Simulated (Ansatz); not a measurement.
## Hf: from a trial structure to a relaxed crystal

Level of theory: DFT PBE, scalar-relativistic, plane waves, PAW (Ansatz). Cutoff 420 eV, Γ-centred k mesh, Gaussian smearing, no spin polarisation in the final step.

The start puts Hf on the dhcp structure type (P6_3/mmc, No. 194), at a guessed volume.

```xyz
4
Lattice="3.2432 0.0000 0.0000 -1.6216 2.8087 0.0000 0.0000 0.0000 10.4600" Properties=species:S:1:pos:R:3 pbc="T T T"
Hf    0.0000    0.0000    0.0000
Hf    0.0000    0.0000    5.2300
Hf    0.0000    1.8725    7.8450
Hf    1.6216    0.9362    2.6150
```

Cell and atoms relax at zero pressure; the relaxation can't lower the symmetry of the start. After a coarse first stage the cell is made exact in the group found at 0.06 Å.

Energies count from the standard state of Hf at the same level.

Describe the relaxed structure.

It keeps P6_3/mmc (No. 194). The result has the dhcp structure. Conventional cell: a = 3.203 Å, c = 10.212 Å. Around Hf on Wyckoff site a (2 atoms of the primitive cell) lie 12 Hf at 3.15–3.20 Å; Hf on Wyckoff site d (2 atoms of the primitive cell) is coordinated by 12 Hf at 3.15–3.20 Å.

Space group P6_3/mmc (No. 194). a = 3.203 Å, b = 3.203 Å, c = 10.212 Å, α = 90.00°, β = 90.00°, γ = 120.00°
```
atom site symmetry x y z
  Hf    2a      -3m.  0.0000  0.0000  0.0000
  Hf    2d      -6m2  0.3333  0.6667  0.7500
```

What are its volume, energy, density and gap?

The volume per atom is 22.68 Å³, the density is 13.07 g/cm³ and the energy over the standard structure is 0.05 eV/atom. The gap on the 18×18×6 mesh is 0 eV (a metal).

The final run used a 18×18×6 mesh on its 4-atom cell and 0.10 eV smearing. For metals, differences of a few meV/atom aren't resolved. Spin–orbit coupling is left out. Symmetry constrained the relaxation, so the result can be a saddle point. The steps took of the order of 5 core-minutes in all.